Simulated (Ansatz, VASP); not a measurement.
# ScHCl in two plane-wave programs

One calculation is typed for both programs; each brings its own data sets and cutoff. How far apart do they land? Other levels of theory on this material are compared in a session of their own.

Calculated with Ansatz 0.2.0; plane waves, with VASP 6.6.1 beside it; single point at PBE.

### Step 1. Starting point

The cell holds 6 atoms: 2 Cl, 2 Sc and 2 H. Its edges and angles: a = 3.495 Å, b = 3.495 Å, c = 20.744 Å, α = 90.0°, β = 90.0°, γ = 120.0°. It derives from ScHCl. As first built, before any earlier steps moved the atoms (in the runner's words): kind sheets cut from a layered crystal; sheets 1. Vacuum lies along c.

### Step 2. VASP: single point, PBE

A single point gives forces, pressure and levels at one fixed geometry, so differences don't come from the geometry; what else differs is listed under the comparison.

Lines of VASP's logs that name or quote its potential files are left out, and so is its time.

The input, INCAR:

```
SYSTEM = ScHCl
PREC = Normal
ENCUT = 350
EDIFF = 1E-06
NELM = 120
ISMEAR = 0
SIGMA = 0.05
LREAL = .FALSE.
ALGO = Normal
GGA = PE
NBANDS = 25
LORBIT = 11
LWAVE = .FALSE.
LCHARG = .FALSE.
KPAR = 4
IDIPOL = 3
LDIPOL = .TRUE.
DIPOL = 0.5 0.5 0.5
LVHAR = .TRUE.
LVACPOTAV = .TRUE.
```

The input, POSCAR:

```
ScHCl
1.0
    3.4952533660      0.0000000000      0.0000000000
   -1.7476266830      3.0269782080      0.0000000000
    0.0000000000      0.0000000000     20.7437988004
Cl Sc H
2 2 2
Direct
    0.3333333330      0.6666666670      0.6384461650
    0.3333333330      0.6666666670      0.3615538350
    0.6666666670      0.3333333330      0.5604788170
    0.0000000000      0.0000000000      0.4395211830
    0.0000000000      0.0000000000      0.5360099470
    0.6666666670      0.3333333330      0.4639900530
```

The input, KPOINTS:

```
Automatic mesh
0
Gamma
9 9 1
0 0 0
```

The projector-augmented-wave data sets are Cl, Sc_sv and H (PBE family, release 64).

Run with:

```
$ mpirun -np 4 vasp_std
```

Numbers of over 12 decimals in the logs are rounded to 6 here.

Log:

```text
[banner, memory and clock lines left out]
running    4 mpi-ranks, on    1 nodes
 distrk:  each k-point on    1 cores,    4 groups
 distr:  one band on    1 cores,    1 groups

 POSCAR found type information on POSCAR ClScH
 POSCAR found :  3 types and       6 ions
 LDA part: xc-table for (Slater+PW92), standard interpolation
 POSCAR, INCAR and KPOINTS ok, starting setup
 FFT: planning ... GRIDC
 FFT: planning ... GRID_SOFT
 FFT: planning ... GRID
 WAVECAR not read
 entering main loop
       N       E                     dE             d eps       ncg     rms          rms(c)
DAV:   1     0.466643306938E+03    0.46664E+03   -0.15032E+04   728   0.954E+02
DAV:   2     0.288590212588E+02   -0.43778E+03   -0.43266E+03   792   0.459E+02
DAV:   3    -0.319613914911E+02   -0.60820E+02   -0.58626E+02  1016   0.151E+02
DAV:   4    -0.346985316227E+02   -0.27371E+01   -0.27295E+01   888   0.288E+01
DAV:   5    -0.347743949183E+02   -0.75863E-01   -0.75728E-01   992   0.517E+00    0.142E+01
DAV:   6    -0.315569413193E+02    0.32175E+01   -0.81119E+00   862   0.270E+01    0.554E+00
DAV:   7    -0.311232991908E+02    0.43364E+00   -0.19525E+00   912   0.979E+00    0.183E+00
DAV:   8    -0.311040584067E+02    0.19241E-01   -0.34362E-01   895   0.537E+00    0.659E-01
DAV:   9    -0.310996158242E+02    0.44426E-02   -0.49374E-02   880   0.206E+00    0.445E-01
DAV:  10    -0.310981862455E+02    0.14296E-02   -0.14711E-02   895   0.123E+00    0.237E-01
DAV:  11    -0.310968170214E+02    0.13692E-02   -0.60697E-03   896   0.679E-01    0.102E-01
DAV:  12    -0.310968639970E+02   -0.46976E-04   -0.95926E-04  1032   0.256E-01    0.526E-02
DAV:  13    -0.310970036836E+02   -0.13969E-03   -0.18049E-04   856   0.126E-01    0.387E-02
DAV:  14    -0.310973717021E+02   -0.36802E-03   -0.67819E-04   816   0.934E-02    0.373E-02
DAV:  15    -0.310975383837E+02   -0.16668E-03   -0.41857E-05   808   0.537E-02    0.144E-02
DAV:  16    -0.310976152417E+02   -0.76858E-04   -0.23217E-05   896   0.284E-02    0.200E-02
DAV:  17    -0.310976672142E+02   -0.51972E-04   -0.14215E-05   607   0.201E-02    0.238E-03
DAV:  18    -0.310976916606E+02   -0.24446E-04   -0.32831E-06   701   0.137E-02    0.270E-03
DAV:  19    -0.310977032756E+02   -0.11615E-04   -0.94000E-07   579   0.920E-03    0.119E-03
DAV:  20    -0.310977180174E+02   -0.14742E-04   -0.34762E-07   543   0.652E-03    0.104E-03
DAV:  21    -0.310977293849E+02   -0.11367E-04   -0.37504E-07   519   0.612E-03    0.965E-04
DAV:  22    -0.310977394844E+02   -0.10100E-04   -0.49518E-07   536   0.542E-03    0.112E-03
DAV:  23    -0.310977409826E+02   -0.14982E-05   -0.13478E-07   522   0.449E-03    0.559E-04
DAV:  24    -0.310977410700E+02   -0.87360E-07   -0.54337E-08   390   0.269E-03
|                                                                             |
|           W    W    AA    RRRRR   N    N  II  N    N   GGGG   !!!           |
|           W    W   A  A   R    R  NN   N  II  NN   N  G    G  !!!           |
|           W    W  A    A  R    R  N N  N  II  N N  N  G       !!!           |
|           W WW W  AAAAAA  RRRRR   N  N N  II  N  N N  G  GGG   !            |
|           WW  WW  A    A  R   R   N   NN  II  N   NN  G    G                |
|           W    W  A    A  R    R  N    N  II  N    N   GGGG   !!!           |
|                                                                             |
|     Did not find any points to average over, which means that no vacuum     |
|     field-free region was found. Please increase the size of  your cell     |
|     in the dimension of the dipole correction to obtain accurate            |
|     workfunction values.                                                    |
|                                                                             |

   1 F= -.31097741E+02 E0= -.31096389E+02  d E =-.270395E-02
```

Parts of OUTCAR (step 2):

```text
ion  position               nearest neighbor table
   1  0.333  0.667  0.638-   3 2.59   3 2.59   3 2.59
   2  0.333  0.667  0.362-   4 2.59   4 2.59   4 2.59
   3  0.667  0.333  0.560-   6 2.00   5 2.08   5 2.08   5 2.08   1 2.59   1 2.59   1 2.59   4 3.22
                             4 3.22   4 3.22
   4  0.000  0.000  0.440-   5 2.00   6 2.08   6 2.08   6 2.08   2 2.59   2 2.59   2 2.59   3 3.22
                             3 3.22   3 3.22
   5  0.000  0.000  0.536-   4 2.00   3 2.08   3 2.08   3 2.08
   6  0.667  0.333  0.464-   3 2.00   4 2.08   4 2.08   4 2.08

  LATTYP: Found a hexagonal cell.
 ALAT       =     3.4952533660
 C/A-ratio  =     5.9348483867

 Subroutine GETGRP returns: Found 12 space group operations
 (whereof  6 operations were pure point group operations)

The static configuration has the point symmetry C_3v.
 The point group associated with its full space group is D_3d.

 Found     12 irreducible k-points:

   k-points           NKPTS =     12   k-points in BZ     NKDIM =     12   number of bands    NBANDS=     25

   dimension x,y,z NGX =    16 NGY =   16 NGZ =   96
   dimension x,y,z NGXF=    32 NGYF=   32 NGZF=  192

   ENCUT  =  350.0 eV  25.72 Ry    5.07 a.u.   5.33  5.33 31.64*2*pi/ulx,y,z

   NELECT =      38.0000    total number of electrons

 k-points in reciprocal lattice and weights: Automatic mesh
   0.00000000  0.00000000  0.00000000       0.012
   0.11111111  0.00000000  0.00000000       0.074
   0.22222222  0.00000000  0.00000000       0.074
   0.33333333  0.00000000  0.00000000       0.074
   0.44444444  0.00000000  0.00000000       0.074
   0.11111111  0.11111111  0.00000000       0.074
   0.22222222  0.11111111  0.00000000       0.148
   0.33333333  0.11111111  0.00000000       0.148
   0.44444444  0.11111111  0.00000000       0.074
   0.22222222  0.22222222  0.00000000       0.074
   0.33333333  0.22222222  0.00000000       0.148
   0.33333333  0.33333333  0.00000000       0.025

 dipolmoment           0.000000      0.000000      0.000002 electrons x Angstroem

 average (electrostatic) potential at core
       1 -97.7592       2 -97.7592       3 -52.1411       4 -52.1411       5 -37.8183
       6 -37.8176

 E-fermi :  -0.0889

 k-point     1 :       0.0000    0.0000    0.0000
  band No.  band energies     occupation
    ...
     14      -4.6974      2.00000
     15      -4.6974      2.00000
     16      -4.6607      2.00000
     17      -4.6607      2.00000
     18      -4.1481      2.00000
     19       0.2672      0.00000
     20       0.2672      0.00000
     21       0.4496      0.00000
     22       0.6752      0.00000
     23       0.6752      0.00000
    ...

 k-point     2 :       0.1111    0.0000    0.0000
  band No.  band energies     occupation
    ...
     15      -4.7539      2.00000
     16      -4.7170      2.00000
     17      -4.6790      2.00000
     18      -4.1308      2.00000
     19      -0.1329      1.78705
     20       0.2648      0.00000
     21       0.5063      0.00000
     22       0.7220      0.00000
     23       0.8156      0.00000
     24       1.1579      0.00000
    ...

 k-point     3 :       0.2222    0.0000    0.0000
  band No.  band energies     occupation
    ...
     15      -4.8929      2.00000
     16      -4.8802      2.00000
     17      -4.8608      2.00000
     18      -4.4637      2.00000
     19      -0.8005      2.00000
     20       0.3730      0.00000
     21       0.4060      0.00000
     22       0.9995      0.00000
     23       1.1561      0.00000
     24       1.3173      0.00000
    ...

  Total        0.1267412      0.1267412     -0.0748811     -0.0000000      0.0000000      0.0000000
  in kB        0.9252354      0.9252354     -0.5466462     -0.0000000      0.0000000      0.0000000
  external PRESSURE =       0.4346082 kB  Pullay stress =       0.0000000 kB

  energy-cutoff  :      350.00
  volume of cell :      219.47
      direct lattice vectors                 reciprocal lattice vectors
     3.495253366  0.000000000  0.000000000     0.286102292  0.165181235  0.000000000
    -1.747626683  3.026978208  0.000000000     0.000000000  0.330362471  0.000000000
     0.000000000  0.000000000 20.743798800     0.000000000  0.000000000  0.048207178

 POSITION                                       TOTAL-FORCE (eV/Angst)
 -----------------------------------------------------------------------------------
     -0.00000      2.01799     13.24380         0.000000      0.000000      0.032217
     -0.00000      2.01799      7.50000         0.000000      0.000000     -0.032217
      1.74763      1.00899     11.62646         0.000000      0.000000      0.025202
      0.00000      0.00000      9.11734         0.000000      0.000000     -0.025202
      0.00000      0.00000     11.11888        -0.000000      0.000000      0.003802
      1.74763      1.00899      9.62492         0.000000      0.000000     -0.003802
 -----------------------------------------------------------------------------------
    total drift:                                0.000001     -0.000000      0.000190

  FREE ENERGIE OF THE ION-ELECTRON SYSTEM (eV)
  ---------------------------------------------------
  free  energy   TOTEN  =       -31.0977410700 eV

  energy  without entropy=      -31.0950371205  energy(sigma->0) =      -31.09638910

 vacuum level on the upper side and lower side of the slab         3.729         3.729

 total charge
# of ion       s       p       d       tot
------------------------------------------
    1        1.599   3.550   0.000   5.149
    2        1.599   3.550   0.000   5.149
    3        2.163   6.155   1.104   9.422
    4        2.163   6.155   1.104   9.422
    5        0.576   0.008   0.000   0.584
    6        0.576   0.008   0.000   0.584
--------------------------------------------------
tot          8.676  19.425   2.207  30.309

[... 3 further parts left out ...]
```

### Step 3. Ansatz: single point, PBE

Ansatz runs on its default PAW (the set named soft_2) files.

The same cell, functional, mesh and smearing now go to Ansatz, which takes its cutoff from its data sets.

The input, input.yaml:

```yaml
crystal:
  lattice:
    - [3.495253366, 0.0, 0.0]
    - [-1.747626683, 3.026978208, 0.0]
    - [0.0, 0.0, 20.7437988004]
  atoms:
    - { symbol: Cl, position: [0.333333333, 0.666666667, 0.638446165] }
    - { symbol: Cl, position: [0.333333333, 0.666666667, 0.361553835] }
    - { symbol: Sc, position: [0.666666667, 0.333333333, 0.560478817] }
    - { symbol: Sc, position: [0.0, 0.0, 0.439521183] }
    - { symbol: H, position: [0.0, 0.0, 0.536009947] }
    - { symbol: H, position: [0.666666667, 0.333333333, 0.463990053] }
hamiltonian:
  xc: pbe
  pseudopotentials: { kind: paw }
kpoints:
  mp_grid: { grid: [9, 9, 1] }
scf:
  occupations: { method: gaussian, width: 0.05 }
  n_extra_bands: 5
efield:
  axis: 3
  dipole_correction: true
  ramp_width: 0.04
output:
  forces: true
  eigenvalues: true
  write_density: true
  write_potential: true
  elf: true
  volumetric_format: npy
```

Run with:

```
$ ansatz run input.yaml --threads 4 --pin off --max-ram 9216MiB --backend cpu --events-out ev --progress --plain --runs-dir out
```

Log:

```text
scf.n_extra_bands = 5 over 19 filled bands (N_el = 38.0): the run solves 24 bands
Engine: ansatz 0.2.0, aarch64-unknown-linux-gnu
Pseudopotentials: kind: paw
Pseudopotential: Cl, paw, valence charge 7, recommended cutoff 420 eV (normal), Cl.paw.azcp
Pseudopotential: Sc, paw, valence charge 11, recommended cutoff 420 eV (normal), Sc.paw.azcp
Pseudopotential: H, paw, valence charge 1, recommended cutoff 420 eV (normal), H.paw.azcp
Functional definition: PBE
  parameter kappa = 0.804
  parameter beta = 0.066725
  exchange = pbe_x(kappa = kappa, mu = beta*pi^2/3)
  correlation = pbe_c(beta = beta)
Crystal: 6 atoms, lattice volume = 219.471 Å³
Basis set: ecut = 420 eV, 4263 PW (Γ), exchange–correlation on 48×48×288 points (8 copies of the dense FFT grid, shifted against one another)
Bands: 24, of which v1, the nominal top of the filled ones, is band 19 counted from 1 (18 counted from 0)
Symmetry: 6 space group operations
k-points: 12 of 81 (time reversal used)
Non-local potential: Cl, projectors of the file, l = 0: 2, l = 1: 2, l = 2: 2
Non-local potential: Sc, projectors of the file, l = 0: 3, l = 1: 2, l = 2: 3, l = 3: 1
Non-local potential: H, projectors of the file, l = 0: 2, l = 1: 1
PAW form: soft (Blöchl's): semilocal exchange-correlation on the pseudo side does not see the compensation charge
PAW one-centre angular grid: Cl, 110 points (default); XC on 64 Gauss nodes
PAW one-centre angular grid: Sc, 590 points (default); XC on 64 Gauss nodes
PAW one-centre angular grid: H, 110 points (default); XC on 64 Gauss nodes
Initial density: superposition of atomic densities (neutral atoms: chi_scale 0, normalization atom), corrected by the library's trained network
Initial wavefunctions: pseudopotential atomic-orbital guess
Functional: x = pbe(κ = 0.804, μ = 0.219515), c = pbe(β = 0.066725)
SCF iter   1: F=—  HF=-6470.585571 eV  |F-HF|=—  |Δ(HF+E_count)|=         —  Δρ=2.10e-3  dr2=9.72e-3  ethr=1.77e-3  p=0.000 e·Å  D=1.39e-14 V/Å  ΔV_dip=-0.00 eV  dr2_dipole=9.70e-8  V_vac-E_F(+/−)=4.07/4.07 eV  ⟨swp⟩=5.8  Hψ=1362  notcnv=0
efield: sawtooth ramp at fractional position 0.9800 (placed from the atoms, in the widest stretch of the axis that holds none; the zero of the levels goes with the place), width 0.0400; the density the first Hamiltonian is built on has a dipole p = 0.000 e·Å; the dipole correction subtracts the counter field D = 1.39e-14 V/Å, which shifts the + side's vacuum level by -0.00 eV against the − side's; the planar-averaged density in the ramp window peaks in size at 3.6e-5 e/Å³
preconditioner: auto → LDOS  [insulator: Δε(μ)=0.075 eV  Ē_g=8.607 eV  σ=0.050 eV  W_gap=0.68  n_scr=12 (ndim 8)  ℏωp=11.8 eV  f_vac=0.573  D(μ)=1.91/eV (n_scr^D=8)  ε∞_Penn≈2.9  β→1.0]
SCF iter   2: F=—  HF=-6470.586930 eV  |F-HF|=—  |Δ(HF+E_count)|=   1.36e-3  Δρ=6.33e-4  dr2=1.15e-3  ethr=2.56e-5  p=0.000 e·Å  D=4.88e-5 V/Å  ΔV_dip=-0.00 eV  dr2_dipole=1.19e-7  V_vac-E_F(+/−)=3.79/3.79 eV  ⟨swp⟩=3.2  Hψ=741  notcnv=0  defer=7
SCF iter   3: F=—  HF=-6470.586834 eV  |F-HF|=—  |Δ(HF+E_count)|=   9.64e-5  Δρ=2.54e-4  dr2=3.61e-4  ethr=3.04e-6  p=0.000 e·Å  D=2.55e-6 V/Å  ΔV_dip=-0.00 eV  dr2_dipole=3.07e-9  V_vac-E_F(+/−)=3.85/3.85 eV  ⟨swp⟩=2.0  Hψ=387  notcnv=0  defer=7
SCF iter   4: F=—  HF=-6470.586767 eV  |F-HF|=—  |Δ(HF+E_count)|=   6.64e-5  Δρ=5.76e-5  dr2=6.46e-6  ethr=9.49e-7  p=0.000 e·Å  D=2.45e-6 V/Å  ΔV_dip=-0.00 eV  dr2_dipole=1.08e-9  V_vac-E_F(+/−)=3.84/3.84 eV  ⟨swp⟩=2.0  Hψ=376  notcnv=0  defer=7
SCF iter   5: F=—  HF=-6470.586817 eV  |F-HF|=—  |Δ(HF+E_count)|=   4.97e-5  Δρ=1.52e-5  dr2=4.89e-7  ethr=1.70e-8  p=0.000 e·Å  D=8.59e-7 V/Å  ΔV_dip=-0.00 eV  dr2_dipole=1.79e-10  V_vac-E_F(+/−)=3.83/3.83 eV  ⟨swp⟩=2.8  Hψ=590  notcnv=0  defer=7
SCF iter   6: F=-6470.586817 eV  HF=-6470.586817 eV  |F-HF|=2.57e-9  |Δ(HF+E_count)|=   5.45e-7  Δρ=5.20e-6  dr2=6.92e-8  ethr=2.63e-10  p=0.000 e·Å  D=4.22e-7 V/Å  ΔV_dip=-0.00 eV  dr2_dipole=7.40e-12  V_vac-E_F(+/−)=3.83/3.83 eV  ⟨swp⟩=15.2  Hψ=2380  notcnv=0
SCF 1 converged in 6 iterations: F = -6470.586817 eV  dr2 = 6.92e-8
  greatest PAW one-centre occupation: 0.998 electrons in one spin orbital (limit 2), on the Sc atom at site 2 (counted from 0), in its partial waves of l = 0
WARN: The input density's exchange-correlation potential varies sharply where the density is thin. Do not read a vacuum level from v_tot or v_xc, or from such a field of the output density. On a cell that repeats whose density bears no net charge and no dipole along the vacuum's axis use v_es (v_loc + v_h of the components); under efield.dipole_correction with no amplitude use v_es + v_field, which holds any external [...]
SCF converged after 6 iterations
Free energy (F): -6470.586817 eV
Harris-Foulkes:  -6470.586817 eV  (|F-HF|=2.57e-9)
Internal energy: -6470.584096 eV  (E = F + TS)
E sigma→0 (E₀):  -6470.585457 eV
Entropy (-TS):   -0.002722 eV (-0.454 meV/atom)
Fermi energy:    1.450603 eV
Dipole field:    D = -0.000003 V/Å  (p = -0.000004 e·Å, saw-weighted, corrected)
Work function:   Φ+ = 3.8335 eV   Φ− = 3.8334 eV
Levels:          The Fermi level and band energies are counted from a zero that moves with the ramp; work functions are not
--- Per-component energies (eV) ---
  E_band       = -659.642612
  E_kinetic    = 877.111651
  E_local      = -20545.334911  (includes V_loc(G=0)·N_el)
  E_nonlocal   = 223.098215
  E_hartree    = 9771.168369
  E_xc         = -444.498078
  E_vxc        = -530.499949  (∫ρ·V_xc dr)
  E_paw        = -3230.067160  (= ΣΔE_a)
  E_vpaw       = -226.349487  (= ΣTr[D̂ρ^β])
  E_aug_tail   = -0.002246  (compensation charges beyond the density's cutoff)
  E_efield     = 0.000000  (sawtooth field / dipole correction)
  E_vefield    = 0.000000  (∫n·V_field dr)
  E_ewald      = 6877.940065
  E_smearing   = -0.002722  (= −TS)
  E_closure    = -0.000000  (closes the sum)
  Σ components = -6470.586817   (vs F -6470.586817, Δ=0.00e0)
--- Forces (eV/Å), atoms counted from 1 ---
  atom   1  Cl     0.00000000    -0.00000000     0.00197326
  atom   2  Cl     0.00000000     0.00000000    -0.00197356
  atom   3  Sc     0.00000000     0.00000000     0.02530222
  atom   4  Sc     0.00000000    -0.00000000    -0.02530295
  atom   5  H      0.00000000    -0.00000000    -0.00193425
  atom   6  H      0.00000000     0.00000000     0.00193775
  max |Σ_I F_I| component: 2.47e-6 eV/Å
--- Band table (eV; the first three rows and the last of 12) ---
  k-point 0: bands = [... 15 lower, -3.1171, -3.1171, -2.6162, 1.8073, 1.8073, 1.9918, 2.2155, 2.2155, ... 1 higher]
  k-point 1: bands = [... 15 lower, -3.1734, -3.1365, -2.5953, 1.4069, 1.8049, 2.0479, 2.2619, 2.3554, ... 1 higher]
  k-point 2: bands = [... 15 lower, -3.3383, -3.3170, -2.9259, 0.7397, 1.9131, 1.9458, 2.5391, 2.6949, ... 1 higher]
  k-point 11: bands = [... 15 lower, -4.0699, -3.9445, -3.9445, -0.1140, 2.5545, 2.5545, 3.0065, 3.2564, ... 1 higher]
```

Wall time 1.7 s (4 threads of Arm Neoverse V2, shared host); peak memory 0.47 GiB; 6.1 s of CPU time.

In the SCF lines HF is the Harris–Foulkes energy and dr2 the Hartree energy of the density residual, in eV; the loop may stop once dr2 is under the threshold and the program's other checks hold. Hψ counts applications of the Hamiltonian.

### Step 4. Side by side

Known differences besides the potentials themselves: the cutoff is 420 eV in Ansatz and 350 eV in VASP (PREC = Normal); VASP leaves aspherical gradient terms in its spheres out (LASPH is not set), Ansatz keeps them. Total energies have different zeros and are not compared.

The two programs side by side:

```
                                   quantity  Ansatz  VASP  difference
 work function, lower of the two faces (eV)    3.83  3.82       +0.02
work function, higher of the two faces (eV)    3.83  3.82       +0.02
```

At this near-relaxed geometry the largest component of a force difference is 30 meV/Å. VASP's log warns that it found no field-free region in the vacuum, so its work functions are uncertain.

### Step 5. Outcome

| Property | Result |
| --- | --- |
| difference in work function, higher of the two faces (single point, PBE) | 0.016 eV |
| r.m.s. force difference (single point, PBE) | 10 meV/Å |

**Reading.** The r.m.s. force difference is 10 meV/Å (single point, PBE), within the 12 meV/Å picked in this series as the mark of a large difference. 6 further runs of this series are not shown here. How closely two codes agree says nothing of how well the functional describes the real material.

[Lines on the potential files, build, host, timing and source positions are cut from VASP's logs without a mark.]

[Logs are printed without paths, hosts, clocks, repeated set-up lines and the standing remarks that a program may print on its own settings, such as how far it seeks lower states.]

[Hosts, paths, dates, database ids (printed as entryN), source tags and the programs' standing remarks are cut or masked in the printed files.]
